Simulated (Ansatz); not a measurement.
**BN: a listed cell, distorted in several ways**

How do energy, forces, pressure and gap of BN change under swapped elements? Each case is one self-consistent run.

Method: DFT PBEsol, scalar-relativistic, plane waves, PAW, in Ansatz 0.2.0.

## 1. The starting structure

The structure is cubic, space group Fm-3m (No. 225). The conventional cell has a = 3.710 Å, b = 3.710 Å, c = 3.710 Å, α = 90.00°, β = 90.00°, γ = 90.00°. B (site symmetry m-3m) has 6 N at 1.85 Å as nearest neighbours. N (site symmetry m-3m) has 6 B at 1.85 Å as nearest neighbours.

As a file:

```
CELL_PARAMETERS angstrom
0.00000 1.85478 1.85478
1.85478 0.00000 1.85478
1.85478 1.85478 0.00000
ATOMIC_POSITIONS crystal
B 0.00000 0.00000 0.00000
N 0.50000 0.50000 0.50000
```

It was made, by the change told below, from a structure of the Materials Project.

## 2. Substitution of an element, cell strained: Ga → B, first probe

The structure above already holds this change against its source: B takes all sites of Ga, and lengths are scaled by 0.882 as a first guess of the size; strain xx, yy, zz, yz, xz, xy = -1.5, -1.5, -1.5, +0.0, +0.0, +0.0 %.

The input, input.yaml:

```yaml
crystal:
  lattice:
    - [0.0, 1.8547824372, 1.8547824372]
    - [1.8547824372, 0.0, 1.8547824372]
    - [1.8547824372, 1.8547824372, 0.0]
  atoms:
    - { symbol: B, position: [0.0, 0.0, 0.0] }
    - { symbol: "N", position: [0.5, 0.5, 0.5] }
basis:
  ecutwfc: 420
kpoints:
  mp_grid: { grid: [8, 8, 8] }
hamiltonian:
  xc: pbesol
scf:
  occupations: { method: gaussian, width: 0.1 }
output:
  forces: true
  stress: true
  eigenvalues: true
```

Run with:

```console
ansatz run input.yaml --threads 1 --pin off --max-ram 1331MiB --backend cpu --events-out ev --progress --plain --runs-dir out
```

## 3. One element swapped, cell strained: Ga → B

Edit input.yaml of step 2 so:

```diff
@@ -11,3 +11,3 @@
 kpoints:
-  mp_grid: { grid: [8, 8, 8] }
+  mp_grid: { grid: [20, 20, 20] }
 hamiltonian:
```

Before running it: what results should come out? Wanted: for each run, case; energy; pressure; largest force.

**Answer**, as computed:

| step | case | energy (meV/atom) | pressure (GPa) | largest force (eV/Å) | gap on the mesh (eV) |
| --- | --- | --- | --- | --- | --- |
| 3 | one element swapped, cell strained: Ga → B | +0.0 | -52.1 | 0.00 | 0.00 |

Energies are counted from step 3, with the smearing taken to zero. A gap of 0.00 means none on the mesh at this level.

**Reading.** Spin polarisation is off in the runs that give these values; a magnetic solution could lie lower.

Counted by bands, a gap of 0.10 eV stays open on the mesh in one run that reads as metallic: the smearing reaches across it.
